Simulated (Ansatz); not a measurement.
HfN in Ansatz: convergence with xc grid

HfN:

```
CELL_PARAMETERS angstrom
3.13391 0.00000 0.00000
-1.56695 2.71404 0.00000
0.00000 0.00000 5.41677
ATOMIC_POSITIONS crystal
Hf 0.33333 0.66667 0.25000
Hf 0.66667 0.33333 0.75000
N 0.00000 0.00000 0.50000
N 0.00000 0.00000 0.00000
```

The cell comes from a database or a generator and needn't be the stable form of this composition.

- Program: Ansatz 0.2.0
- Task: convergence study
- Functional: r2SCAN
- Potentials or basis: Ansatz PAW
- Cutoff: 500 eV (not typed: the program's choice for these potentials)
- k mesh: 8 × 8 × 4
- Occupations: gaussian, width 0.05 eV
- Spin: no spin polarisation

These are the settings of the first run; the series varies xc grid, with any setting tied to it.

Hardware: 2 threads of Intel(R) Xeon(R) Platinum 8488C (Sapphire Rapids), with other jobs on the host.

| xc grid | energy less the tightest run, at zero smearing (meV/atom) | SCF cycles | CPU time (s) | peak memory (GiB) |
| --- | --- | --- | --- | --- |
| 1 | -0.44 | 8 | 3.5 | 0.43 |
| 2 | -0.08 | 8 | 3.6 | 0.44 |
| 3 | -0.02 | 8 | 3.7 | 0.47 |
| 4 | 0.00 | 8 | 3.9 | 0.52 |
| 5 | 0.00 | 8 | 4.3 | 0.61 |

Against the tightest run, the energy stays within 1 meV/atom from 1 on. The tightest run that finished is the yardstick and may itself not be fully converged.

 The run has no spin-orbit coupling, so splittings on Hf are missing.
